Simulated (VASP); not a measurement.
# Ti (P6/mmm) in VASP: further runs

The runs below take Ti through single point, with PBE.

Program: VASP 6.6.1. These are calculated values, not measurements. Logs are shortened: lines on timing, memory, paths and dates and some standing lists are left out, and cuts for length are marked.

## Step 1: The structure

It takes space group P6/mmm (No. 191, hexagonal). Conventional cell: a = 4.567 Å, b = 4.567 Å, c = 2.826 Å, α = 90.00°, β = 90.00°, γ = 120.00°. Around Ti (site symmetry -6m2) lie 11 Ti at 2.64 to 2.99 Å. Around Ti (site symmetry 6/mmm) lie 14 Ti at 2.83 to 2.99 Å.

This isn't the form of Ti at room conditions, which is hcp.

## Step 2: Single point, PBE

File INCAR:

```
SYSTEM = Ti
PREC     = Accurate       ! precision mode
ENCUT    = 400            ! plane-wave cutoff, eV
EDIFF    = 1E-4           ! SCF threshold, eV
ISMEAR   = 0              ! smearing method
SIGMA    = 0.15           ! smearing width, eV
LREAL    = .False.        ! projectors in reciprocal space
LASPH    = .True.         ! aspherical terms in the spheres
NELM     = 100            ! most SCF steps
ALGO     = Normal         ! electronic algorithm
ISIF     = 2              ! what is computed and relaxed
LWAVE    = .False.        ! write WAVECAR
LCHARG   = .False.        ! write CHGCAR
GGA      = PE             ! functional
NBANDS   = 13             ! bands
ADDGRID  = .False.
```

File KPOINTS:

```
Automatic mesh
0
Gamma
  5 5 7
  0 0 0
```

File POSCAR:

```
Ti
1.0
    4.5673748306      0.0000000000      0.0000000000
   -2.2836874153      3.9554626319      0.0000000000
    0.0000000000      0.0000000000      2.8262442700
Ti
3
Direct
    0.6666666667      0.3333333333      0.5000000000
    0.3333333333      0.6666666667      0.5000000000
    0.0000000000      0.0000000000      0.0000000000
```

Potentials or basis: VASP PAW PBE potentials, release 64 (Ti).

Command:

```console
$ cat potpaw_PBE.64/Ti/POTCAR > POTCAR
$ mpirun -np 1 vasp_std > vasp.out
```

OUTCAR:

```text
SYSTEM = Ti
   PREC = Accurate
   ENCUT = 400
   EDIFF = 1E-4
   ISMEAR = 0
   LREAL = .False.
   LASPH = .True.
   NELM = 100
   ISIF = 2
   GGA = PE

 Found     20 irreducible k-points:

 Following reciprocal coordinates:
            Coordinates               Weight
  0.000000  0.000000  0.000000      1.000000
  0.200000  0.000000  0.000000      6.000000
  0.400000  0.000000  0.000000      6.000000
  0.200000  0.200000  0.000000      6.000000
  0.400000  0.200000  0.000000      6.000000
  0.000000  0.000000  0.142857      2.000000
   k-points           NKPTS =     20   k-points in BZ     NKDIM =     20   number of bands    NBANDS=     13
   number of dos      NEDOS =    301   number of ions     NIONS =      3
   total plane-waves  NPLWV =  16200
   dimension x,y,z NGX =    30 NGY =   30 NGZ =   18
   dimension x,y,z NGXF=    60 NGYF=   60 NGZF=   36
   ions per type =               3
   NGX,Y,Z   is equivalent  to a cutoff of  10.92, 10.92, 10.59 a.u.
   NGXF,Y,Z  is equivalent  to a cutoff of  21.84, 21.84, 21.18 a.u.
 SYSTEM =  Ti
   PREC   = accura    normal or accurate (medium, high low for compatibility)
   ISTART =      0    job   : 0-new  1-cont  2-samecut
   ICHARG =      2    charge: 1-file 2-atom 10-const
   ISPIN  =      1    spin polarized calculation?
   LNONCOLLINEAR =      F non collinear calculations
   LSORBIT =      F    spin-orbit coupling
   LASPH  =      T    aspherical Exc in radial PAW
   ENCUT  =  400.0 eV  29.40 Ry    5.42 a.u.   7.45  7.45  4.61*2*pi/ulx,y,z
   NELM   =    100;   NELMIN=  2; NELMDL= -5     # of ELM steps
   EDIFF  = 0.1E-03   stopping-criterion for ELM
   LREAL  =      F    real-space projection
   EDIFFG = 0.1E-02   stopping-criterion for IOM
   NSW    =      0    number of steps for IOM
   IBRION =     -1    ionic relax: 0-MD 1-quasi-New 2-CG
   NFREE  =      0    steps in history (QN), initial steepest desc. (CG)
   ISIF   =      2    stress and relaxation
   ISYM   =      2    0-nonsym 1-usesym 2-fastsym
   POTIM  = 0.5000    time-step for ionic-motion
   TEBEG  =    0.0;   TEEND  =   0.0 temperature during run
   PSTRESS=    0.0 pullay stress
   NELECT =      12.0000    total number of electrons
   NUPDOWN=      -1.0000    fix difference up-down
   EMIN   =  10.00;   EMAX   =-10.00  energy-range for DOS
   EFERMI =   0.00;   METHOD = LEGACY
   ISMEAR =     0;   SIGMA  =   0.15  broadening in eV -4-tet -1-fermi 0-gaus
   EFERMI_NEDOS =   21; number of points for ismear=-14 and -15
   IALGO  =     38    algorithm
   IMIX   =      4    mixing-type and parameters
     AMIX     =   0.40;   BMIX     =  1.00
     AMIX_MAG =   1.60;   BMIX_MAG =  1.00
  volume/ion in A,a.u.               =      17.02       114.85
  Fermi-wavevector in a.u.,A,eV,Ry     =   1.010285  1.909162 13.887145  1.020676
  Thomas-Fermi vector in A             =   2.143265
   LORBIT       =      0    0 simple, 1 ext, 2 COOP (PROOUT), +10 PAW based schemes
   GGA     = PE    functional components
   LHFCALC =     F    Hartree Fock is set to
   AEXX    =    0.0000 exact exchange contribution
   IVDW    =     0    specifies the selected vdW correction
   LEPSILON=     F    determine dielectric tensor
   LRPA    =     F    only Hartree local field effects (RPA)
 non-spin polarized calculation
 Gauss-broadening in eV      SIGMA  =   0.15
  energy-cutoff  :      400.00
  volume of cell :       51.06
 maximum number of plane-waves:       945
 NGX is ok and might be reduce to    30
   NGX = 15   NGY = 15   NGZ =  9

 number of electron      12.0000003 magnetization

 Free energy of the ion-electron system (eV)
  ---------------------------------------------------
  ext. energy  EPLUGINS =         0.00000000
  ---------------------------------------------------
  free energy    TOTEN  =       -23.33308505 eV

  energy without entropy =      -23.29360429  energy(sigma->0) =      -23.31334467

 E-fermi :   3.0272     XC(G=0): -11.1545

 val. band max:        3.0133457787   @ k =   0.4000   0.0000   0.1429
 cond. band min:       3.0447007992   @ k =   0.0000   0.0000   0.0000
 fundamental gap:      0.0313550205
 Fermi energy:         3.0271573769

 k-point     1 :       0.0000    0.0000    0.0000
  band No.  band energies     occupation
      1      -2.9672      2.00000
      2       1.1191      2.00000
      3       2.3469      2.00000
      4       2.3469      2.00000
      5       2.4451      2.00000
      6       2.4451      2.00000
      7       3.0447      0.86863
      8       3.7229      0.00000
      9       4.3169      0.00000
     10       4.3169      0.00000
     11       4.8353      0.00000
     12       4.9457      0.00000
     13       4.9457      0.00000

 k-point     2 :       0.2000    0.0000    0.0000
  band No.  band energies     occupation
      1      -2.5101      2.00000
      2       1.0429      2.00000
      3       1.5693      2.00000
      4       2.1342      2.00000
      5       2.2115      2.00000
      6       3.0481      0.84362
      7       3.2877      0.01402
      8       3.7438      0.00000
      9       4.0223      0.00000
     10       4.3863      0.00000
     11       4.5324      0.00000
     12       4.6422      0.00000
     13       5.4870      0.00000

 k-point     3 :       0.4000    0.0000    0.0000
  band No.  band energies     occupation
      1      -1.2801      2.00000
      2       0.2643      2.00000
      3       0.5884      2.00000
      4       2.3542      2.00000
      5       2.4949      2.00000
      6       2.9925      1.25586
      7       3.2975      0.01081
      8       3.6131      0.00000
      9       3.9731      0.00000
     10       4.1027      0.00000
     11       4.7066      0.00000
     12       5.3793      0.00000
     13       5.3948      0.00000

 k-point     4 :       0.2000    0.2000    0.0000
  band No.  band energies     occupation
      1      -1.6756      2.00000
      2       0.5658      2.00000
      3       0.8472      2.00000
      4       2.1774      2.00000
      5       2.7066      1.99749
      6       2.9941      1.24495
      7       3.5053      0.00001
      8       3.5690      0.00000
      9       3.5811      0.00000
     10       4.3525      0.00000
     11       4.3699      0.00000
     12       5.1200      0.00000
     13       5.5836      0.00000

 k-point     5 :       0.4000    0.2000    0.0000
  band No.  band energies     occupation
      1      -0.4548      2.00000
      2      -0.2890      2.00000
      3       0.3254      2.00000
      4       2.6901      1.99852
      5       2.7309      1.99478
      6       2.8801      1.83450
      7       3.2468      0.03840
      8       3.3187      0.00598
      9       3.7415      0.00000
     10       4.2584      0.00000
     11       4.7633      0.00000
     12       4.8478      0.00000
     13       5.6688      0.00000

 k-point     6 :       0.0000    0.0000    0.1429
  band No.  band energies     occupation
      1      -2.5130      2.00000
      2       1.4524      2.00000
      3       2.0624      2.00000
      4       2.0624      2.00000
      5       2.2367      2.00000
      6       2.2367      2.00000
      7       3.6380      0.00000
      8       4.1121      0.00000
      9       4.2202      0.00000
     10       4.2202      0.00000
     11       4.7603      0.00000
     12       4.7603      0.00000
     13       5.2111      0.00000

 [... further k-points ...]
[... 5 lines left out ...]
  --------------------------------------------------------------------------------------
  -------------------------------------------------------------------------------------
  Total       -0.3869385     -0.3869385     -0.2388014      0.0000000      0.0000000     -0.0000000
  in kB      -12.1416829    -12.1416829     -7.4933122      0.0000000      0.0000000     -0.0000000
  external PRESSURE =     -10.5922260 kB  Pullay stress =       0.0000000 kB

 VOLUME and BASIS-vectors are now :
 -----------------------------------------------------------------------------
  energy-cutoff  :      400.00
  volume of cell :       51.06
      direct lattice vectors                 reciprocal lattice vectors
     4.567374831  0.000000000  0.000000000     0.218944150  0.126407464  0.000000000
    -2.283687415  3.955462632  0.000000000     0.000000000  0.252814928  0.000000000
     0.000000000  0.000000000  2.826244270     0.000000000  0.000000000  0.353826458

 POSITION                                       TOTAL-FORCE (eV/Angst)
 -----------------------------------------------------------------------------------
      2.28369      1.31849      1.41312         0.000000     -0.000000      0.000000
     -0.00000      2.63698      1.41312        -0.000000      0.000000      0.000000
      0.00000      0.00000      0.00000        -0.000000      0.000000      0.000000
 -----------------------------------------------------------------------------------
    total drift:                               -0.000000      0.000000      0.000000

  FREE ENERGIE OF THE ION-ELECTRON SYSTEM (eV)
  ---------------------------------------------------
  free  energy   TOTEN  =       -23.3330850472 eV

  energy  without entropy=      -23.2936042892  energy(sigma->0) =      -23.31334467
```

Run time: 12 s. Hardware: 1 thread of Intel Xeon Platinum 8488C (Sapphire Rapids), shared host; peak memory 0.13 GiB.

These settings aren't checked as converged: the numbers below hold their error.

Results:

- Free energy: -23.3331 eV
- Pressure: -1.1 GPa
- Band gap on the k mesh: none (metal or under the smearing width)

(Continued in part 2 of 2.)
